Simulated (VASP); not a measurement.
# Ni (Fm-3m) in VASP: band structure with PBE

Aim: the band structure of Ni with PBE.

Everything below comes from runs of VASP 6.6.1. Logs are shortened: lines on timing, memory, paths and dates and some standing lists are left out, and cuts for length are marked.

### Step 1. The crystal as given

Symmetry: Fm-3m, No. 225, cubic system. The conventional cell has a = 3.518 Å, b = 3.518 Å, c = 3.518 Å, α = 90.00°, β = 90.00°, γ = 90.00°. Around Ni (site symmetry m-3m) lie 12 Ni at 2.49 Å.

### Step 2. Band structure, PBE, collinear spin, ferromagnetic start

INCAR reads:

```
  PREC = Accurate
  ENCUT = 520
  EDIFF = 1E-6
  ISMEAR = 0
  SIGMA = 0.1
  LREAL = False
  LASPH = True
  NELM = 120
  ALGO = Normal
  ISIF = 2
  LWAVE = False
  LCHARG = False
  ISPIN = 2
  MAGMOM = 0.75
  LORBIT = 11
  LMAXMIX = 4
  GGA = PE
  NBANDS = 15
```

KPOINTS reads:

```
regular mesh
0
Gamma
  20 20 20
```

POSCAR reads:

```
Ni
1.0
    0.0000000000      1.7592380000      1.7592380000
    1.7592380000      0.0000000000      1.7592380000
    1.7592380000      1.7592380000      0.0000000000
Ni
1
Direct
    0.0000000000      0.0000000000      0.0000000000
```

KPOINTS_OPT reads:

```
path GXWKGLUWLK,UX
10
line-mode
reciprocal
 0.0000000000  0.0000000000  0.0000000000  G
 0.5000000000  0.0000000000  0.5000000000  X

 0.5000000000  0.0000000000  0.5000000000  X
 0.5000000000  0.2500000000  0.7500000000  W

 0.5000000000  0.2500000000  0.7500000000  W
 0.3750000000  0.3750000000  0.7500000000  K

 0.3750000000  0.3750000000  0.7500000000  K
 0.0000000000  0.0000000000  0.0000000000  G

 0.0000000000  0.0000000000  0.0000000000  G
 0.5000000000  0.5000000000  0.5000000000  L

 0.5000000000  0.5000000000  0.5000000000  L
 0.6250000000  0.2500000000  0.6250000000  U

 0.6250000000  0.2500000000  0.6250000000  U
 0.5000000000  0.2500000000  0.7500000000  W

 0.5000000000  0.2500000000  0.7500000000  W
 0.5000000000  0.5000000000  0.5000000000  L

 0.5000000000  0.5000000000  0.5000000000  L
 0.3750000000  0.3750000000  0.7500000000  K

 0.6250000000  0.2500000000  0.6250000000  U
 0.5000000000  0.0000000000  0.5000000000  X
```

Potentials or basis: VASP PAW PBE potentials, release 64 (Ni).

Started as:

```sh
> cat potpaw_PBE.64/Ni/POTCAR > POTCAR
> mpirun -np 1 vasp_std > vasp.out
```

OUTCAR:

```text
PREC = Accurate
   ENCUT = 520
   EDIFF = 1E-6
   ISMEAR = 0
   LREAL = False
   LASPH = True
   NELM = 120
   ISIF = 2
   ISPIN = 2
   LORBIT = 11
   GGA = PE

 ion  position               nearest neighbor table
   1  0.000  0.000  0.000-

  LATTYP: Found a face centered cubic cell.
 ALAT       =     3.5184760000

  Lattice vectors:

 A1 = (   0.0000000000,   1.7592380000,   1.7592380000)
 A2 = (   1.7592380000,   0.0000000000,   1.7592380000)
 A3 = (   1.7592380000,   1.7592380000,   0.0000000000)

Analysis of symmetry for initial positions (statically):
=====================================================================
 Subroutine PRICEL returns:
 Original cell was already a primitive cell.

 Routine SETGRP: Setting up the symmetry group for a
 face centered cubic supercell.

 Subroutine GETGRP returns: Found 48 space group operations
 (whereof 48 operations were pure point group operations)
 out of a pool of 48 trial point group operations.

The static configuration has the point symmetry O_h .

Analysis of symmetry for dynamics (positions and initial velocities):
=====================================================================
 Subroutine PRICEL returns:
 Original cell was already a primitive cell.

 Routine SETGRP: Setting up the symmetry group for a
 face centered cubic supercell.

 Subroutine GETGRP returns: Found 48 space group operations
 (whereof 48 operations were pure point group operations)
 out of a pool of 48 trial point group operations.

The dynamic configuration has the point symmetry O_h .

Analysis of structural, dynamic, and magnetic symmetry:
=====================================================================
 Subroutine PRICEL returns:
 Original cell was already a primitive cell.

 Routine SETGRP: Setting up the symmetry group for a
 face centered cubic supercell.

 Subroutine GETGRP returns: Found 48 space group operations
 (whereof 48 operations were pure point group operations)
 out of a pool of 48 trial point group operations.

The overall configuration has the point symmetry O_h .

 Subroutine INISYM returns: Found 48 space group operations
 (whereof 48 operations are pure point group operations),
 and found     1 'primitive' translations

----------------------------------------------------------------------------------------

                                     Primitive cell

  volume of cell :      10.8894

  direct lattice vectors                    reciprocal lattice vectors
     0.000000000  1.759238000  1.759238000    -0.284213961  0.284213961  0.284213961
     1.759238000  0.000000000  1.759238000     0.284213961 -0.284213961  0.284213961
     1.759238000  1.759238000  0.000000000     0.284213961  0.284213961 -0.284213961

  length of vectors
     2.487938239  2.487938239  2.487938239     0.492273020  0.492273020  0.492273020

  position of ions in fractional coordinates (direct lattice)
     0.000000000  0.000000000  0.000000000

  ion indices of the primitive-cell ions
   primitive index   ion index
                 1           1

----------------------------------------------------------------------------------------

 KPOINTS: regular mesh

Automatic generation of k-mesh.
 Grid dimensions read from file:
 generate k-points for:   20   20   20

 Generating k-lattice:

  Cartesian coordinates                     Fractional coordinates (reciprocal lattice)
    -0.014210698  0.014210698  0.014210698     0.050000000  0.000000000  0.000000000
     0.014210698 -0.014210698  0.014210698     0.000000000  0.050000000  0.000000000
     0.014210698  0.014210698 -0.014210698     0.000000000  0.000000000  0.050000000

  Length of vectors
     0.024613651  0.024613651  0.024613651

  Shift w.r.t. Gamma in fractional coordinates (k-lattice)
     0.000000000  0.000000000  0.000000000

 Subroutine IBZKPT returns following result:
 ===========================================

 Found    256 irreducible k-points:

 Following reciprocal coordinates:
            Coordinates               Weight
  0.000000  0.000000  0.000000      1.000000
  0.050000  0.000000  0.000000      8.000000
  0.100000  0.000000  0.000000      8.000000
  0.150000  0.000000  0.000000      8.000000
  0.200000  0.000000  0.000000      8.000000
  0.250000  0.000000  0.000000      8.000000
[... 16 lines left out ...]
 -0.400000  0.050000  0.000000     24.000000
 -0.350000  0.050000  0.000000     24.000000
 [... further k-points ...]
   k-points           NKPTS =    256   k-points in BZ     NKDIM =    256   number of bands    NBANDS=     15
   number of dos      NEDOS =    301   number of ions     NIONS =      1
   total plane-waves  NPLWV =   8000
   dimension x,y,z NGX =    20 NGY =   20 NGZ =   20
   dimension x,y,z NGXF=    40 NGYF=   40 NGZF=   40
   ions per type =               1
   NGX,Y,Z   is equivalent  to a cutoff of  13.36, 13.36, 13.36 a.u.
   NGXF,Y,Z  is equivalent  to a cutoff of  26.73, 26.73, 26.73 a.u.
 SYSTEM =  unknown system
   PREC   = accura    normal or accurate (medium, high low for compatibility)
   ISTART =      0    job   : 0-new  1-cont  2-samecut
   ICHARG =      2    charge: 1-file 2-atom 10-const
   ISPIN  =      2    spin polarized calculation?
   LNONCOLLINEAR =      F non collinear calculations
   LSORBIT =      F    spin-orbit coupling
   LASPH  =      T    aspherical Exc in radial PAW
   ENCUT  =  520.0 eV  38.22 Ry    6.18 a.u.   4.63  4.63  4.63*2*pi/ulx,y,z
   NELM   =    120;   NELMIN=  2; NELMDL= -5     # of ELM steps
   EDIFF  = 0.1E-05   stopping-criterion for ELM
   LREAL  =      F    real-space projection
   EDIFFG = 0.1E-04   stopping-criterion for IOM
   NSW    =      0    number of steps for IOM
   IBRION =     -1    ionic relax: 0-MD 1-quasi-New 2-CG
   NFREE  =      0    steps in history (QN), initial steepest desc. (CG)
   ISIF   =      2    stress and relaxation
   ISYM   =      2    0-nonsym 1-usesym 2-fastsym
   POTIM  = 0.5000    time-step for ionic-motion
   TEBEG  =    0.0;   TEEND  =   0.0 temperature during run
   PSTRESS=    0.0 pullay stress
   NELECT =      10.0000    total number of electrons
   NUPDOWN=      -1.0000    fix difference up-down
   EMIN   =  10.00;   EMAX   =-10.00  energy-range for DOS
   EFERMI =   0.00;   METHOD = LEGACY
   ISMEAR =     0;   SIGMA  =   0.10  broadening in eV -4-tet -1-fermi 0-gaus
   EFERMI_NEDOS =   21; number of points for ismear=-14 and -15
   IALGO  =     38    algorithm
   IMIX   =      4    mixing-type and parameters
     AMIX     =   0.40;   BMIX     =  1.00
     AMIX_MAG =   1.60;   BMIX_MAG =  1.00
  volume/ion in A,a.u.               =      10.89        73.49
  Fermi-wavevector in a.u.,A,eV,Ry     =   1.591257  3.007039 34.451282  2.532098
  Thomas-Fermi vector in A             =   2.689825
   LORBIT       =     11    0 simple, 1 ext, 2 COOP (PROOUT), +10 PAW based schemes
   GGA     = PE    functional components
   LHFCALC =     F    Hartree Fock is set to
   AEXX    =    0.0000 exact exchange contribution
   IVDW    =     0    specifies the selected vdW correction
   LEPSILON=     F    determine dielectric tensor
   LRPA    =     F    only Hartree local field effects (RPA)
 spin polarized calculation
 Gauss-broadening in eV      SIGMA  =   0.10
  energy-cutoff  :      520.00
  volume of cell :       10.89
 maximum number of plane-waves:       305
   NGX =  9   NGY =  9   NGZ =  9

 number of electron      10.0000009 magnetization       0.6282102

 Free energy of the ion-electron system (eV)
  ---------------------------------------------------
  ext. energy  EPLUGINS =         0.00000000
  ---------------------------------------------------
  free energy    TOTEN  =        -5.47513422 eV

  energy without entropy =       -5.46636101  energy(sigma->0) =       -5.47074761

 E-fermi :   9.3656     XC(G=0): -13.2505

 val. band max:        9.3649667206   @ k =  -0.4500   0.5000   0.0500
 cond. band min:       9.3657093599   @ k =   0.4000   0.0000   0.0000
 fundamental gap:      0.0007426394
 Fermi energy:         9.3656100954

 spin component 1

 k-point     1 :       0.0000    0.0000    0.0000
  band No.  band energies     occupation
      1       0.3604      1.00000
      2       6.9279      1.00000
      3       6.9279      1.00000
      4       6.9279      1.00000
      5       8.1054      1.00000
      6       8.1054      1.00000
      7      33.0815      0.00000
      8      36.9348      0.00000
      9      36.9348      0.00000
     10      36.9348      0.00000
     11      39.8689      0.00000
     12      39.8689      0.00000
     13      39.8689      0.00000
     14      42.8374      0.00000
     15      49.1241      0.00000
[... 397 lines left out ...]
 k-point    24 :      -0.3500    0.0500    0.0000
  band No.  band energies     occupation
      1       4.1860      1.00000
      2       7.0158      1.00000
      3       7.0706      1.00000
      4       7.1915      1.00000
      5       8.4346      1.00000
      6       8.7841      1.00000
      7      18.4977      0.00000
      8      31.0396      0.00000
      9      33.4038      0.00000
     10      35.2629      0.00000
     11      37.2441      0.00000
     12      39.0822      0.00000
     13      43.3020      0.00000
     14      49.9782      0.00000
     15      51.5621      0.00000

 [... further k-points ...]

 spin component 2

 k-point     1 :       0.0000    0.0000    0.0000
  band No.  band energies     occupation
      1       0.3245      1.00000
      2       7.6856      1.00000
      3       7.6856      1.00000
      4       7.6856      1.00000
      5       8.6918      1.00000
      6       8.6918      1.00000
      7      32.9168      0.00000
      8      36.9148      0.00000
      9      36.9148      0.00000
     10      36.9148      0.00000
     11      39.9696      0.00000
     12      39.9696      0.00000
     13      39.9696      0.00000
     14      42.7136      0.00000
     15      49.3223      0.00000
[... 397 lines left out ...]
 k-point    24 :      -0.3500    0.0500    0.0000
  band No.  band energies     occupation
      1       4.4010      1.00000
      2       7.5535      1.00000
      3       7.6631      1.00000
      4       7.7043      1.00000
      5       9.1668      0.99754
      6       9.4796      0.05348
      7      18.7418      0.00000
      8      31.0062      0.00000
      9      33.4024      0.00000
     10      35.3667      0.00000
     11      37.2720      0.00000
     12      39.1011      0.00000
     13      43.3641      0.00000
     14      50.0506      0.00000
     15      51.7798      0.00000

 [... further k-points ...]

------------------------ aborting loop because EDIFF is reached ----------------------------------------

  FORCE on cell =-STRESS in cart. coord.  units (eV):
  Direction    XX          YY          ZZ          XY          YZ          ZX
  --------------------------------------------------------------------------------------
  -------------------------------------------------------------------------------------
  Total       -0.0052492     -0.0052492     -0.0052492      0.0000000      0.0000000      0.0000000
  in kB       -0.7723245     -0.7723245     -0.7723245      0.0000000      0.0000000      0.0000000
  external PRESSURE =      -0.7723245 kB  Pullay stress =       0.0000000 kB

 VOLUME and BASIS-vectors are now :
 -----------------------------------------------------------------------------
  energy-cutoff  :      520.00
  volume of cell :       10.89
      direct lattice vectors                 reciprocal lattice vectors
     0.000000000  1.759238000  1.759238000    -0.284213961  0.284213961  0.284213961
     1.759238000  0.000000000  1.759238000     0.284213961 -0.284213961  0.284213961
     1.759238000  1.759238000  0.000000000     0.284213961  0.284213961 -0.284213961

 POSITION                                       TOTAL-FORCE (eV/Angst)
 -----------------------------------------------------------------------------------
      0.00000      0.00000      0.00000         0.000000      0.000000      0.000000
 -----------------------------------------------------------------------------------
    total drift:                                0.000000      0.000000      0.000000

  FREE ENERGIE OF THE ION-ELECTRON SYSTEM (eV)
  ---------------------------------------------------
  free  energy   TOTEN  =        -5.4751342158 eV

  energy  without entropy=       -5.4663610051  energy(sigma->0) =       -5.47074761

 total charge

# of ion       s       p       d       tot
------------------------------------------
    1        0.497   0.497   8.314   9.308

 magnetization (x)

# of ion       s       p       d       tot
------------------------------------------
    1       -0.007  -0.025   0.672   0.641
```

It took 54 s on 1 thread of Intel Xeon 6975P-C (Granite Rapids), shared host; peak memory 0.22 GiB.

Results:

```
Free energy                                           : -5.4751 eV
Pressure                                              : -0.1 GPa
Band gap along the path                               : none (metal or under the smearing width)
Net moment                                            : 0.63 μB per cell
Site moments                                          : Ni +0.64 μB
Valence electrons inside the program's atomic spheres : Ni 9.31
```
